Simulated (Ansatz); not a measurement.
Sb under changes of volume

One of the cells (30.206 Å³/atom); the others are scaled copies at fixed shape and fractional positions:

```xyz
2
Lattice="2.1542 1.2437 3.7580 -2.1542 1.2437 3.7580 0.0000 -2.4875 3.7580" Properties=species:S:1:pos:R:3 pbc="T T T"
Sb    0.0000    0.0000    8.6416
Sb    0.0000    0.0000    2.6324
```

| Item | Value |
| --- | --- |
| Program | Ansatz 0.2.0 |
| Functional | PBEsol |
| Potentials or basis | Ansatz PAW |
| Cutoff | 420 eV (not typed: the program's choice for these potentials) |
| k mesh | 8 × 8 × 8 |
| Occupations | fermi-dirac, width 0.05 eV |
| Spin | spin-orbit coupling, no magnetisation |

```csv
volume (Å³/atom),energy over the lowest point (meV/atom),pressure (GPa),largest force (eV/Å)
28.393,23.08,4.2,0.442
28.998,?,?,?
29.602,2.64,1.3,0.207
30.206,0.00,0.1,0.101
30.810,1.71,-1.0,0.002
31.414,7.30,-2.0,0.090
32.018,16.36,-2.8,0.177
```

Question: What does the run at 28.998 Å³/atom give?

Answer: Energy over the lowest point 10.14 meV/atom; pressure 2.7 GPa; largest force 0.321 eV/Å.

Worked out: A Birch-Murnaghan fit of order 3 (a polynomial in V^(-2/3)) to the other rows has its minimum at 30.26 Å³/atom with B0 = V·E''(V) = 57 GPa and B' = 4.6 at fixed shape and positions, which overstates the stiffness. It gives 10.13 meV/atom at 28.998 Å³/atom, against the run's 10.14, and -dE/dV = 2.7 GPa, against 2.7.

Energies are extrapolated to zero smearing.

Caveats: the PAW data sets come from PBE, with cores solved anew for the run's functional, which leaves a small shift of forces and pressure.
